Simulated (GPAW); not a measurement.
Crystal: TaN.

```xyz
6
Lattice="5.1960 0.0000 0.0000 -2.5980 4.4999 0.0000 0.0000 0.0000 2.9110" Properties=species:S:1:pos:R:3 pbc="T T T"
Ta    0.0000    0.0000    0.0000
Ta    2.5980    1.5000    1.4555
Ta    0.0000    2.9999    1.4555
N    -1.0206    1.7678    0.0000
N     1.5774    2.7321    0.0000
N     2.0412    0.0000    0.0000
```

Base run:

| Property | Result |
| --- | --- |
| Program | GPAW 26.7.0 |
| Functional | LDA |
| Potentials or basis | the program's PAW data sets (release 1.2.1) made for this functional |
| Cutoff | 800 eV |
| Basis | pw |
| k mesh | 4 × 4 × 6 |
| Occupations | fermi-dirac, width 0.05 eV |
| Spin | no spin polarisation |

Its results: pressure -11.6 GPa; largest force 0.069 eV/Å.

After a change of settings the same cell gave: pressure 0.2 GPa; largest force 0.022 eV/Å. Which change was it?
A. functional from LDA to PBEsol; potentials or basis from the program's PAW data sets (release 1.2.1) made for this functional to PAW data sets generated in the run's folder for this functional
B. k mesh from 4 × 4 × 6 to 6 × 6 × 9; occupations from fermi-dirac, width 0.05 eV to gaussian, width 0.1 eV
C. cutoff from 800 eV to 600 eV; k mesh from 4 × 4 × 6 to 5 × 5 × 7
D. functional from LDA to r2SCAN; potentials or basis from the program's PAW data sets (release 1.2.1) made for this functional to GPAW PAW data sets (gpaw-data 1.2.1)

D.

Caveats: the PAW data sets were made with another functional, which shifts forces and pressure a little (some runs).

Not every run made on this cell is shown here.
